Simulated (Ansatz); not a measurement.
# TaN (Fm-3m), clamped-ion strain scan

All numbers below come from DFT PBE, scalar-relativistic, plane waves, PAW in Ansatz. The runs took a 420 eV cutoff, a Γ-centred 24×24×24 mesh and Gaussian smearing (0.15 eV). Spin–orbit coupling is left out, which can shift energies with elements as heavy as these. No spin polarisation. Energies are free energies at this smearing, counted from the undisturbed cell; pressure is positive in compression.

Reference structure (relaxed at this level; this rock-salt form isn't the usual structure):

```xyz
2
Lattice="0.0000 2.2086 2.2086 2.2086 0.0000 2.2086 2.2086 2.2086 0.0000" Properties=species:S:1:pos:R:3 pbc="T T T"
Ta    2.2086    2.2086    2.2086
N     0.0000    0.0000    0.0000
```

The cell is strained by ε times the Voigt pattern (0, 1, 0, 0, 0, 0) (xx, yy, zz, yz, xz, xy; engineering shear) with fractional coordinates fixed. The cell is metallic on the mesh throughout.

| ε | ΔE (meV/atom) | stress summed along the pattern (GPa, tension positive) | pressure (GPa) |
| --- | --- | --- | --- |
| -0.1500 | 1006.7 | -263.42 | 111.4 |
| -0.1125 | 483.0 | -157.56 | 67.8 |
| -0.0750 | ? | ? | 36.7 |
| -0.0375 | 39.1 | -33.66 | 15.0 |
| 0.0000 | 0.0 | 0.02 | 0.0 |
| 0.0375 | 27.8 | 19.50 | -10.1 |
| 0.0750 | ? | ? | -16.7 |
| 0.1125 | 161.4 | 29.68 | -20.9 |
| 0.1312 | ? | ? | -22.5 |
| 0.1500 | 236.6 | 29.80 | -23.8 |

Question: Give the withheld values.

Answer: ΔE (meV/atom) at ε = -0.0750: 183.5; stress summed along the pattern (GPa, tension positive) at ε = -0.0750: -84.10; ΔE (meV/atom) at ε = 0.0750: 88.6; stress summed along the pattern (GPa, tension positive) at ε = 0.0750: 27.52; ΔE (meV/atom) at ε = 0.1312: 198.9; stress summed along the pattern (GPa, tension positive) at ε = 0.1312: 29.86.